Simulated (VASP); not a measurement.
Crystal: MoSe2.

```xyz
6
Lattice="3.2880 0.0000 0.0000 -1.6440 2.8475 0.0000 0.0000 0.0000 12.9000" Properties=species:S:1:pos:R:3 pbc="T T T"
Mo    1.6440    0.9492    9.6750
Mo    0.0000    1.8983    3.2250
Se    1.6440    0.9492    4.8375
Se    0.0000    1.8983   11.2875
Se    1.6440    0.9492    1.6125
Se    0.0000    1.8983    8.0625
```

| Property | Result |
| --- | --- |
| Program | VASP 6.6.1 |
| Task | relaxation of cell and atoms |
| Functional | PBE |
| Potentials or basis | VASP PAW PBE potentials, release 64 (Mo_sv_GW, Se_GW) |
| Cutoff | 680 eV |
| k mesh | 9 × 9 × 2 |
| Occupations | fermi-dirac, width 0.05 eV |
| Spin | no spin polarisation |

At the start: pressure 8.2 GPa; volume 20.13 Å³/atom.

Task: Where does the relaxation end?

Result: Over 17 steps the energy falls by 40.5 meV/atom and the volume is 22.64 Å³/atom (+12.5 %); space group P6_3/mmc (No. 194, to 0.05 Å).

Step by step:
| step | energy change (eV) | largest force (eV/Å) | pressure (GPa) | volume (Å³) |
| --- | --- | --- | --- | --- |
| 1 | 0.0000 | 1.1303 | 8.19 | 120.78 |
| 2 | 0.4955 | 1.9309 | -11.26 | 139.63 |
| 3 | -0.1989 | 0.1601 | -0.30 | 126.90 |
| 4 | -0.1993 | 0.1131 | -0.01 | 126.64 |
| 5 | -0.1993 | 0.0922 | 0.14 | 126.52 |
| 6 | -0.2038 | 0.1067 | 0.22 | 126.68 |
| 7 | -0.2105 | 0.1503 | 0.48 | 127.13 |
| 8 | -0.2138 | 0.1475 | 0.38 | 127.60 |
| 9 | -0.2222 | 0.1378 | 0.06 | 128.99 |
| 10 | -0.2319 | 0.1141 | -0.58 | 131.80 |
| 11 | -0.2332 | 0.1086 | -0.65 | 132.80 |
| 12 | -0.2331 | 0.0914 | -1.00 | 134.82 |
| 13 | -0.2352 | 0.0469 | -0.79 | 135.08 |
| 14 | -0.2380 | 0.0837 | -0.11 | 135.81 |
| 15 | -0.2399 | 0.0640 | -0.07 | 135.81 |
| 16 | -0.2430 | 0.0069 | 0.03 | 135.83 |
| 17 | -0.2431 | 0.0100 | 0.06 | 135.83 |

Final structure:
```xyz
6
Lattice="3.3202 0.0000 0.0000 -1.6601 2.8754 0.0000 0.0000 0.0000 14.2281" Properties=species:S:1:pos:R:3 pbc="T T T"
Mo    1.6601    0.9585   10.6711
Mo    0.0000    1.9169    3.5570
Se    1.6601    0.9585    5.2273
Se    0.0000    1.9169   12.3413
Se    1.6601    0.9585    1.8868
Se    0.0000    1.9169    9.0008
```

Caveat: this functional lacks dispersion, which binds the layers, so the pressure and a relaxed spacing across them are unreliable; the volume moved by +12 % from the deposited cell, more than functionals usually miss.
